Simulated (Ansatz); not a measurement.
Input for Ansatz (plane-wave DFT, PAW):

```yaml
crystal:
  lattice:
    - [4.2223823573, 0.0, 0.0]
    - [-2.1111911787, 3.6566903859, 0.0]
    - [0.0, 0.0, 6.9667183648]
  atoms:
    - { symbol: Cd, position: [0.0, 0.0, 0.0] }
    - { symbol: I, position: [0.3333333333, 0.6666666667, 0.2440454013] }
    - { symbol: I, position: [0.6666666667, 0.3333333333, 0.7559545987] }
basis:
  ecutwfc: 500
kpoints:
  mp_grid: { grid: [6, 6, 4] }
hamiltonian:
  xc: r2scan
scf:
  occupations: { method: gaussian, width: 0.02 }
output:
  forces: true
  stress: true
  eigenvalues: true
relax:
  adjacent_minimum: "off"
  f_tol: 0.01
  max_steps: 30
  cell: { stress_tol: 0.1, fix: [volume] }
```

Command:
```bash
ansatz run input.yaml --threads 1 --pin off --max-ram 2560MiB --backend cpu --events-out ev --progress --plain --runs-dir out
```

These are results of DFT r2SCAN, scalar-relativistic, plane waves, PAW in Ansatz 0.2.0, not measurements.

From the run's log, abridged:

```
Pseudopotentials: kind: paw
Pseudopotential: Cd, paw, valence charge 20, recommended cutoff 500 eV (meta_gga)
Pseudopotential: I, paw, valence charge 17, recommended cutoff 500 eV (meta_gga)
Functional definition: r2SCAN
Crystal: 3 atoms, lattice volume = 107.566 Å³
Basis set: ecut = 500 eV, 2743 PW (Γ), exchange–correlation on 128×128×216 points (64 copies of the dense FFT grid, shifted against one another)
Bands: 33, of which v1, the nominal top of the filled ones, is band 27 counted from 1 (26 counted from 0)
Symmetry: 12 space group operations
Space group: P-3m1 (ITA 164), of the structure as read, at distance tolerance 4.8e-5 Å
k-points: 24 of 144
Initial density: superposition of atomic densities (neutral atoms: chi_scale 0, normalization atom), corrected by the library's trained network
Initial wavefunctions: pseudopotential atomic-orbital guess
Functional: x = r2scan, c = r2scan; τ floored in thin density (d = 2e-4 eV/Å³)
SCF iter   1: F=—  HF=-23326.375221 eV  |F-HF|=—  |Δ(HF+E_count)|=         —  Δρ=4.28e-3  dr2=1.55e-2  dr2_τ=1.47e-2  ethr=1.77e-3  ⟨swp⟩=8.2  Hψ=3796  notcnv=0
SCF iter   2: F=—  HF=-23326.384922 eV  |F-HF|=—  |Δ(HF+E_count)|=   9.70e-3  Δρ=2.32e-3  dr2=3.68e-3  dr2_τ=5.36e-4  ethr=2.87e-5  ⟨swp⟩=3.4  Hψ=1611  notcnv=0  defer=32
SCF iter   3: F=—  HF=-23326.386316 eV  |F-HF|=—  |Δ(HF+E_count)|=   1.39e-3  Δρ=4.79e-4  dr2=2.80e-4  dr2_τ=9.78e-6  ethr=6.81e-6  ⟨swp⟩=2.9  Hψ=1482  notcnv=0  defer=32
SCF iter   4: F=—  HF=-23326.386379 eV  |F-HF|=—  |Δ(HF+E_count)|=   6.32e-5  Δρ=8.91e-5  dr2=6.83e-6  dr2_τ=5.88e-7  ethr=5.19e-7  ⟨swp⟩=2.1  Hψ=1111  notcnv=0  defer=32
SCF iter   5: F=—  HF=-23326.386389 eV  |F-HF|=—  |Δ(HF+E_count)|=   9.29e-6  Δρ=3.26e-5  dr2=9.80e-7  dr2_τ=4.72e-8  ethr=1.26e-8  ⟨swp⟩=2.0  Hψ=1260  notcnv=0  defer=32
SCF iter   6: F=-23326.386389 eV  HF=-23326.386389 eV  |F-HF|=3.65e-9  |Δ(HF+E_count)|=   7.21e-7  Δρ=9.55e-6  dr2=7.01e-8  dr2_τ=3.89e-9  ethr=1.85e-10  ⟨swp⟩=10.2  Hψ=4242  notcnv=0
SCF 1 converged in 6 iterations: F = -23326.386389 eV  dr2 = 7.01e-8
relax step   1: F+E_penalty+E_count = -23326.38638922 eV  Δ(F+E_penalty+E_count) = +0.000e0 eV  max|allowed force component| = 1.903e-1 eV/Å  Δτ_max = 0.0000 Å  P = +1.573 GPa  Ω = 107.566 Å³  fix = [volume]  reactions: volume +1.573 GPa (6 SCF iters, dr2 threshold 1.00e-7 eV, accepted)
Initial density: handed on by an earlier stage of this run
Initial wavefunctions: those handed on with the density
SCF iter   1: F=—  HF=-23326.385394 eV  |F-HF|=—  |Δ(HF+E_count)|=         —  Δρ=3.63e-3  dr2=2.27e-2  dr2_τ=6.15e-2  ethr=3.48e-5  ⟨swp⟩=2.8  Hψ=4348  notcnv=0
SCF iter   2: F=—  HF=-23326.387486 eV  |F-HF|=—  |Δ(HF+E_count)|=   2.09e-3  Δρ=1.46e-3  dr2=1.54e-3  dr2_τ=4.42e-5  ethr=3.48e-5  ⟨swp⟩=4.0  Hψ=1571  notcnv=0
SCF iter   3: F=—  HF=-23326.387789 eV  |F-HF|=—  |Δ(HF+E_count)|=   3.04e-4  Δρ=6.07e-4  dr2=2.10e-4  dr2_τ=4.49e-6  ethr=2.86e-6  ⟨swp⟩=2.0  Hψ=1392  notcnv=0
SCF iter   4: F=—  HF=-23326.387903 eV  |F-HF|=—  |Δ(HF+E_count)|=   1.14e-4  Δρ=9.78e-5  dr2=1.09e-5  dr2_τ=3.89e-7  ethr=3.90e-7  ⟨swp⟩=2.0  Hψ=1143  notcnv=0
SCF iter   5: F=—  HF=-23326.387908 eV  |F-HF|=—  |Δ(HF+E_count)|=   5.08e-6  Δρ=3.60e-5  dr2=1.22e-6  dr2_τ=4.05e-8  ethr=2.02e-8  ⟨swp⟩=2.0  Hψ=1104  notcnv=0
SCF iter   6: F=-23326.387909 eV  HF=-23326.387909 eV  |F-HF|=3.74e-8  |Δ(HF+E_count)|=   7.28e-7  Δρ=1.39e-5  dr2=1.61e-7  dr2_τ=5.03e-9  ethr=5.56e-10  ⟨swp⟩=7.2  Hψ=3450  notcnv=0
SCF 2 converged in 6 iterations: F = -23326.387909 eV  dr2 = 1.61e-7
relax step   2: F+E_penalty+E_count = -23326.38790883 eV  Δ(F+E_penalty+E_count) = -1.520e-3 eV  max|allowed force component| = 1.820e-1 eV/Å  Δτ_max = 0.0666 Å  P = +0.425 GPa  Ω = 107.566 Å³  energy of the carried Pulay correction = +1.780e-17 eV  fix = [volume]  reactions: volume +0.425 GPa (6 SCF iters, dr2 threshold 3.00e-7 eV, accepted)
SCF iter   1: F=—  HF=-23326.390096 eV  |F-HF|=—  |Δ(HF+E_count)|=         —  Δρ=1.54e-3  dr2=4.87e-3  dr2_τ=1.13e-2  ethr=8.11e-6  ⟨swp⟩=2.5  Hψ=3970  notcnv=0
SCF iter   2: F=—  HF=-23326.393901 eV  |F-HF|=—  |Δ(HF+E_count)|=   3.80e-3  Δρ=6.44e-4  dr2=3.31e-4  dr2_τ=9.32e-6  ethr=8.11e-6  ⟨swp⟩=3.2  Hψ=1491  notcnv=0
SCF iter   3: F=—  HF=-23326.393933 eV  |F-HF|=—  |Δ(HF+E_count)|=   3.25e-5  Δρ=2.81e-4  dr2=5.43e-5  dr2_τ=1.07e-6  ethr=6.14e-7  ⟨swp⟩=2.1  Hψ=1246  notcnv=0
SCF iter   4: F=—  HF=-23326.393940 eV  |F-HF|=—  |Δ(HF+E_count)|=   6.09e-6  Δρ=4.08e-5  dr2=2.75e-6  dr2_τ=5.98e-8  ethr=1.01e-7  ⟨swp⟩=2.0  Hψ=1104  notcnv=0
SCF iter   5: F=—  HF=-23326.393940 eV  |F-HF|=—  |Δ(HF+E_count)|=   8.24e-7  Δρ=1.82e-5  dr2=3.27e-7  dr2_τ=1.19e-8  ethr=5.56e-10  ⟨swp⟩=7.9  Hψ=3838  notcnv=0
SCF iter   6: F=-23326.393940 eV  HF=-23326.393940 eV  |F-HF|=5.68e-10  |Δ(HF+E_count)|=   9.49e-8  Δρ=6.35e-6  dr2=3.71e-8  dr2_τ=8.31e-10  ethr=5.56e-10  ⟨swp⟩=5.7  Hψ=2786  notcnv=0
SCF 3 converged in 6 iterations: F = -23326.393940 eV  dr2 = 3.71e-8
relax step   3: F+E_penalty+E_count = -23326.39394045 eV  Δ(F+E_penalty+E_count) = -6.032e-3 eV  max|allowed force component| = 8.792e-3 eV/Å  Δτ_max = 0.0287 Å  P = +0.888 GPa  Ω = 107.566 Å³  energy of the carried Pulay correction = +8.900e-18 eV  fix = [volume]  reactions: volume +0.888 GPa (6 SCF iters, dr2 threshold 3.00e-7 eV, accepted)
Initial wavefunctions: pseudopotential atomic-orbital guess (no wavefunctions were taken with the density)
SCF iter   1: F=—  HF=-23326.393918 eV  |F-HF|=—  |Δ(HF+E_count)|=         —  Δρ=6.30e-5  dr2=1.35e-7  dr2_τ=2.46e-7  ethr=5.22e-7  ⟨swp⟩=3.1  Hψ=5817  notcnv=0
SCF iter   2: F=—  HF=-23326.393961 eV  |F-HF|=—  |Δ(HF+E_count)|=   4.23e-5  Δρ=3.17e-5  dr2=3.21e-8  dr2_τ=3.27e-7  ethr=2.51e-10  ⟨swp⟩=2.8  Hψ=1235  notcnv=0
SCF iter   3: F=—  HF=-23326.393962 eV  |F-HF|=—  |Δ(HF+E_count)|=   8.56e-7  Δρ=3.28e-6  dr2=2.76e-9  dr2_τ=2.82e-9  ethr=5.95e-11  ⟨swp⟩=2.0  Hψ=1104  notcnv=0
SCF iter   4: F=—  HF=-23326.393962 eV  |F-HF|=—  |Δ(HF+E_count)|=   2.91e-8  Δρ=7.50e-7  dr2=3.55e-10  dr2_τ=1.33e-10  ethr=5.12e-12  ⟨swp⟩=2.0  Hψ=1416  notcnv=0
SCF iter   5: F=-23326.393962 eV  HF=-23326.393962 eV  |F-HF|=1.13e-10  |Δ(HF+E_count)|=   1.35e-9  Δρ=2.11e-7  dr2=3.34e-11  dr2_τ=9.54e-12  ethr=1.00e-12  ⟨swp⟩=6.2  Hψ=3253  notcnv=0
SCF 4 converged in 5 iterations: F = -23326.393962 eV  dr2 = 3.34e-11
SCF converged after 5 iterations
Free energy (F): -23326.393962 eV
Harris-Foulkes:  -23326.393962 eV  (|F-HF|=1.13e-10)
Internal energy: -23326.393962 eV  (E = F + TS)
E sigma→0 (E₀):  -23326.393962 eV
Fermi energy:    7.262437 eV
--- Per-component energies (eV) ---
  E_band       = -1315.632581
  E_kinetic    = 882.465290
  E_local      = -8402.052152  (includes V_loc(G=0)·N_el)
  E_nonlocal   = -145.619605
  E_hartree    = 4129.015781
  E_xc         = -409.535813
  E_vxc        = -523.826408  (∫ρ·V_xc dr)
  E_paw        = -13784.545609  (= ΣΔE_a)
  E_vpaw       = -1417.901598  (= ΣTr[D̂ρ^β])
  E_aug_tail   = -0.000052  (compensation charges beyond the density's cutoff)
  E_vtau       = 33.270373  (kinetic-family band-sum trace: ∫τ·v_τ [+ j·A + Jᵃ·Aᵃ] dr)
  E_ewald      = -5595.703137
  E_core_change = -0.418665  (= ΣΔE_core)
  E_smearing   =  0.000000  (= −TS)
--- Forces (eV/Å), atoms counted from 1 ---
  atom   1  Cd     0.00000000     0.00000000     0.00000000
  atom   2  I      0.00000000     0.00000000    -0.00873603
  atom   3  I      0.00000000     0.00000000     0.00873603
--- Stress (GPa, compression-positive) ---
        0.935826       0.000000       0.000000
        0.000000       0.935826       0.000000
        0.000000       0.000000       0.791700
  P = ⅓ Tr σ = 0.8878 GPa (8.878 kbar)
--- Band table (eV; the first three rows and the last of 24) ---
  k-point 0: bands = ["-98.4424", "-58.6111", "-58.6111", "-58.6043", "-38.7760", "-38.7760", "-38.7759", "-38.7759", "-38.7650", "-38.7650", "-38.7644", "-38.7644", "-38.7592", "-38.7589", "-6.5928", "-5.8683", "-2.0354", "-2.0354", "-1.9135", "-1.8364", "-1.8364", "2.1170", "5.5629", "5.5629", "5.6884", "5.7140", "5.7140", "8.9493", "10.9348", "12.7975", "12.7975", "14.8253", "15.5916"]
  k-point 1: bands = ["-98.4424", "-58.6111", "-58.6111", "-58.6043", "-38.7760", "-38.7760", "-38.7759", "-38.7759", "-38.7649", "-38.7649", "-38.7645", "-38.7645", "-38.7591", "-38.7589", "-6.5222", "-5.9643", "-2.0352", "-2.0352", "-1.9086", "-1.8365", "-1.8365", "2.4297", "5.0116", "5.4876", "5.4876", "5.7994", "5.7994", "9.5094", "10.9783", "12.6910", "12.6910", "14.6613", "15.0290"]
  k-point 2: bands = ["-98.4424", "-58.6111", "-58.6111", "-58.6043", "-38.7760", "-38.7760", "-38.7759", "-38.7759", "-38.7648", "-38.7648", "-38.7646", "-38.7646", "-38.7591", "-38.7590", "-6.4152", "-6.0962", "-2.0350", "-2.0350", "-1.9041", "-1.8365", "-1.8365", "2.9273", "4.2413", "5.4410", "5.4410", "5.8561", "5.8561", "10.0152", "11.0050", "12.5939", "12.5939", "14.2589", "14.8900"]
  k-point 23: bands = ["-98.4424", "-58.6113", "-58.6113", "-58.6043", "-38.7755", "-38.7755", "-38.7755", "-38.7755", "-38.7649", "-38.7648", "-38.7648", "-38.7647", "-38.7586", "-38.7586", "-5.8295", "-5.8295", "-1.8658", "-1.8658", "-1.8076", "-1.7827", "-1.7827", "2.2412", "3.1828", "3.1828", "3.5508", "5.5614", "5.5614", "9.7336", "11.9500", "11.9500", "13.4623", "14.3189", "15.4883"]
--- Relaxed structure (3 steps of the walk, 3 accepted, 1 SCFs on fresh bases) ---
  F+E_penalty+E_count = -23326.39396168 eV   max|allowed force component| = 8.736e-3 eV/Å   (the final SCF, on the basis selected at the relaxed cell)
  cell:  # Å, volume = 107.5657 Å³
    - [4.24001212, 0.0, 0.0]
    - [-2.12000606, 3.67195821, 0.0]
    - [0.0, 0.0, 6.90890423]
  atoms:
    - { symbol: Cd, position: [0.0, 0.0, 0.0] }
    - { symbol: I, position: [0.33333333, 0.66666666, 0.24948167] }
    - { symbol: I, position: [0.66666666, 0.33333333, 0.75051832] }
```

The relaxation met its thresholds.

It took 40 s on 1 thread of Intel(R) Xeon(R) Platinum 8488C (Sapphire Rapids), on a shared host, peak memory 0.71 GiB.

The cell holds layers, and r2SCAN describes their binding at middle range but leaves out its long-range dispersion part.